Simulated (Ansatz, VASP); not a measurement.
## KBr in VASP and in Ansatz

The input INCAR:

```
PREC = Accurate ; ENCUT = 520
EDIFF = 1E-6 ; ISMEAR = -1
SIGMA = 0.05 ; LREAL = False
LASPH = True ; NELM = 60
ALGO = Fast ; ISIF = 2
LWAVE = False ; LCHARG = False
GGA = PE ; IBRION = 2
NSW = 60 ; EDIFFG = -0.01
```

KPOINTS

```
Automatic mesh
0
Gamma
  7 7 7
```

Contents of POSCAR:

```
KBr
1.0
    0.0000000000      3.3000000000      3.3000000000
    3.1680000000      0.0000000000      3.3000000000
    3.1680000000      3.3000000000      0.0000000000
Br K
1 1
Direct
    0.5000000000      0.5000000000      0.5000000000
    0.0000000000      0.0000000000      0.0000000000
```

File input.yaml:

```yaml
crystal:
  lattice:
    - [0.0, 3.3, 3.3]
    - [3.168, 0.0, 3.3]
    - [3.168, 3.3, 0.0]
  atoms:
    - { symbol: Br, position: [0.5, 0.5, 0.5] }
    - { symbol: K, position: [0.0, 0.0, 0.0] }
hamiltonian:
  xc: pbe
  pseudopotentials: { kind: paw }
kpoints:
  mp_grid: { grid: [7, 7, 7] }
scf:
  occupations: { method: fermi_dirac, width: 0.05 }
output:
  forces: true
  stress: true
  eigenvalues: true
relax:
  f_tol: 0.01
  max_steps: 40
```

Change from the starting cell: strain = -0.04.

Alike in both runs: task relaxation of the atoms; functional PBE; k mesh 7 × 7 × 7; occupations fermi-dirac, width 0.05 eV; no spin polarisation.

|  | VASP | Ansatz |
| --- | --- | --- |
| version | VASP 6.6.1 | Ansatz 0.2.0 |
| potentials or method | VASP PAW PBE potentials, release 64 (Br, K_sv) | Ansatz PAW |
| plane-wave cutoff (eV) | 520 | 420 |
| valence electrons in the cell | 16 | 16 |

```csv
,VASP,Ansatz,Ansatz less VASP
"gap on the k mesh at the Fermi level, each at its own relaxed structure (eV)",4.52,4.52,+0.001
```

Caveats: the relaxation stopped at its first step, so nothing moved; odd divisions of the mesh miss points on the zone boundary, where band edges often lie, so the gap on the mesh can be too wide (Ansatz).
